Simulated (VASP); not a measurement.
A run of VASP 6.6.1 is set up as follows.

Contents of run.py:

```python
from ase.calculators.vasp import Vasp
from ase.dft.bandgap import bandgap
from ase.io import read

atoms = read('Si.cif', primitive_cell=True, subtrans_included=False)
calc = Vasp(
    directory='calc',
    xc='pbe',
    pp='PBE',
    setups='recommended',
    pp_version='54',
    prec='Accurate',
    encut=520,
    ediff=1e-06,
    ismear=0,
    sigma=0.02,
    lreal=False,
    lasph=True,
    nelm=60,
    algo='Normal',
    isif=2,
    lwave=False,
    lcharg=True,
    lelf=True,
    lvhar=True,
    kpts=[6, 6, 6],
    gamma=True,
)
atoms.calc = calc

print('energy (eV):', atoms.get_potential_energy())
print('free energy (eV):', atoms.get_potential_energy(force_consistent=True))
print('forces (eV/A):')
print(atoms.get_forces())
print('stress (eV/A^3, Voigt):', atoms.get_stress())
print('Fermi level (eV):', calc.get_fermi_level())
gap, top, bottom = bandgap(calc)
print('band gap (eV):', gap, 'from (spin, k, band)', top, 'to', bottom)
```

File Si.cif:

```cif
data_Si
_cell_length_a 6.67216638
_cell_length_b 6.67216638
_cell_length_c 6.67216638
_cell_angle_alpha 90.00000000
_cell_angle_beta 90.00000000
_cell_angle_gamma 90.00000000
_space_group_name_H-M_alt 'Im-3m'
_space_group_name_Hall '-I 4 2 3'
_space_group_IT_number 229
loop_
_space_group_symop_operation_xyz
'x,y,z'
'-x,-y,-z'
'-y,x,z'
'y,-x,-z'
'-x,-y,z'
'x,y,-z'
'y,-x,z'
'-y,x,-z'
'x,-y,-z'
'-x,y,z'
'-y,-x,-z'
'y,x,z'
'-x,y,-z'
'x,-y,z'
'y,x,-z'
'-y,-x,z'
'z,x,y'
'-z,-x,-y'
'z,-y,x'
'-z,y,-x'
'z,-x,-y'
'-z,x,y'
'z,y,-x'
'-z,-y,x'
'-z,x,-y'
'z,-x,y'
'-z,-y,-x'
'z,y,x'
'-z,-x,y'
'z,x,-y'
'-z,y,x'
'z,-y,-x'
'y,z,x'
'-y,-z,-x'
'x,z,-y'
'-x,-z,y'
'-y,z,-x'
'y,-z,x'
'-x,z,y'
'x,-z,-y'
'-y,-z,x'
'y,z,-x'
'-x,-z,-y'
'x,z,y'
'y,-z,-x'
'-y,z,x'
'x,-z,y'
'-x,z,-y'
'x+1/2,y+1/2,z+1/2'
'-x+1/2,-y+1/2,-z+1/2'
'-y+1/2,x+1/2,z+1/2'
'y+1/2,-x+1/2,-z+1/2'
'-x+1/2,-y+1/2,z+1/2'
'x+1/2,y+1/2,-z+1/2'
'y+1/2,-x+1/2,z+1/2'
'-y+1/2,x+1/2,-z+1/2'
'x+1/2,-y+1/2,-z+1/2'
'-x+1/2,y+1/2,z+1/2'
'-y+1/2,-x+1/2,-z+1/2'
'y+1/2,x+1/2,z+1/2'
'-x+1/2,y+1/2,-z+1/2'
'x+1/2,-y+1/2,z+1/2'
'y+1/2,x+1/2,-z+1/2'
'-y+1/2,-x+1/2,z+1/2'
'z+1/2,x+1/2,y+1/2'
'-z+1/2,-x+1/2,-y+1/2'
'z+1/2,-y+1/2,x+1/2'
'-z+1/2,y+1/2,-x+1/2'
'z+1/2,-x+1/2,-y+1/2'
'-z+1/2,x+1/2,y+1/2'
'z+1/2,y+1/2,-x+1/2'
'-z+1/2,-y+1/2,x+1/2'
'-z+1/2,x+1/2,-y+1/2'
'z+1/2,-x+1/2,y+1/2'
'-z+1/2,-y+1/2,-x+1/2'
'z+1/2,y+1/2,x+1/2'
'-z+1/2,-x+1/2,y+1/2'
'z+1/2,x+1/2,-y+1/2'
'-z+1/2,y+1/2,x+1/2'
'z+1/2,-y+1/2,-x+1/2'
'y+1/2,z+1/2,x+1/2'
'-y+1/2,-z+1/2,-x+1/2'
'x+1/2,z+1/2,-y+1/2'
'-x+1/2,-z+1/2,y+1/2'
'-y+1/2,z+1/2,-x+1/2'
'y+1/2,-z+1/2,x+1/2'
'-x+1/2,z+1/2,y+1/2'
'x+1/2,-z+1/2,-y+1/2'
'-y+1/2,-z+1/2,x+1/2'
'y+1/2,z+1/2,-x+1/2'
'-x+1/2,-z+1/2,-y+1/2'
'x+1/2,z+1/2,y+1/2'
'y+1/2,-z+1/2,-x+1/2'
'-y+1/2,z+1/2,x+1/2'
'x+1/2,-z+1/2,y+1/2'
'-x+1/2,z+1/2,-y+1/2'
loop_
_atom_site_label
_atom_site_type_symbol
_atom_site_symmetry_multiplicity
_atom_site_Wyckoff_symbol
_atom_site_fract_x
_atom_site_fract_y
_atom_site_fract_z
_atom_site_occupancy
Si1 Si 12 d 0.2500000000 0.0000000000 0.5000000000 1
```

Potentials or basis: VASP PAW PBE potentials, release 54 (Si).

Launch:

```bash
$ python run.py
```

Problem. Estimate the band gap on the k mesh.

Solution. 0.11 eV, indirect (least direct gap 0.35 eV).

Problem. Predict the pressure.

Solution. 1.9 GPa.

A k mesh can miss the band edges.
